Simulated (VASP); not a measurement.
# A VASP 6.6.1 single-point calculation on InSb

INCAR

```
LWAVE = .FALSE.
ENCUT = 520
ISYM = 0
LASPH = .TRUE.
NELM = 120
LCHARG = .FALSE.
SIGMA = 0.02
NSW = 0
EDIFF = 1E-7
ISMEAR = -1
ALGO = Conjugate
ISIF = 2
PREC = Accurate
GGA = PE
IBRION = -1
NBANDS = 10
LREAL = .FALSE.
```

KPOINTS

```
KPOINTS created by Atomic Simulation Environment
0
Gamma
4 4 4
0 0 0
```

POSCAR

```
In Sb
 1.0000000000000000
     0.0000000000000000    3.1483324968000002    3.4099222919000001
     3.1483324968000002    0.0000000000000000    3.4099222919000001
     3.1483324968000002    3.1483324968000002    0.0000000000000000
 In  Sb
   1   1
Cartesian
  0.0000000000000000  0.0000000000000000  0.0000000000000000
  1.5741662484000001  1.5741662484000001  1.7049611459500000
```

The recommended PBE PAW datasets give the neutral cell 18 valence electrons.

Command

```
mpirun -np 1 vasp_std
```

Task: Predict the outcome of this run.

Result: It converged. Results: gap between bands v and c on the k mesh 0.00 eV; least direct gap on the k mesh 0.00 eV; pressure 3.8 GPa. Band v is the last that the valence electrons fill when counted band by band, and c is the next.

OSZICAR

```
N       E                     dE             d eps       ncg     rms           ort
DAV:   1     0.110795944081E+03    0.11080E+03   -0.80520E+03   360   0.184E+03
DAV:   2     0.297544658082E+01   -0.10782E+03   -0.10686E+03   360   0.351E+02
DAV:   3    -0.647515514807E+01   -0.94506E+01   -0.90322E+01   360   0.107E+02
DAV:   4    -0.683739303989E+01   -0.36224E+00   -0.36063E+00   360   0.234E+01
DAV:   5    -0.685082954607E+01   -0.13437E-01   -0.13428E-01   360   0.375E+00
SDA:   6    -0.658564498719E+01    0.26518E+00   -0.13428E-01   360   0.811E+00   0.000E+00
CGA:   7    -0.667944757283E+01   -0.93803E-01   -0.94211E-01   360   0.174E+00  -0.188E-02
CGA:   8    -0.671817254698E+01   -0.38725E-01   -0.38709E-01   360   0.149E-01   0.491E-03
CGA:   9    -0.672285145866E+01   -0.46789E-02   -0.46686E-02   360   0.699E-02   0.876E-04
CGA:  10    -0.672398910104E+01   -0.11376E-02   -0.11342E-02   360   0.170E-02  -0.787E-04
CGA:  11    -0.672449580411E+01   -0.50670E-03   -0.50530E-03   360   0.357E-03   0.143E-04
CGA:  12    -0.672460800976E+01   -0.11221E-03   -0.11085E-03   360   0.166E-03   0.141E-04
CGA:  13    -0.672464478524E+01   -0.36775E-04   -0.36659E-04   360   0.492E-04  -0.126E-04
CGA:  14    -0.672466159084E+01   -0.16806E-04   -0.16444E-04   360   0.117E-04   0.255E-05
CGA:  15    -0.672466638135E+01   -0.47905E-05   -0.46054E-05   360   0.527E-05   0.133E-05
CGA:  16    -0.672466870830E+01   -0.23269E-05   -0.25342E-05   360   0.525E-05  -0.113E-05
SDA:  17    -0.672466920392E+01   -0.49562E-06   -0.64761E-06   360   0.209E-05   0.138E-05
SDA:  18    -0.672466953651E+01   -0.33259E-06   -0.38280E-06   360   0.588E-06   0.695E-06
CGA:  19    -0.672466995874E+01   -0.42223E-06   -0.42208E-06   360   0.621E-06  -0.135E-06
SDA:  20    -0.672466996191E+01   -0.31707E-08   -0.47949E-07   360   0.279E-06   0.250E-06
   1 F= -.67246700E+01 E0= -.67242367E+01  d E =-.866440E-03
```

These settings aren't sound, so the numbers aren't properties of the crystal.

On sound settings PBE gives a gap of 0.00 eV on its mesh and a pressure of 3.4 GPa for the intended cell.
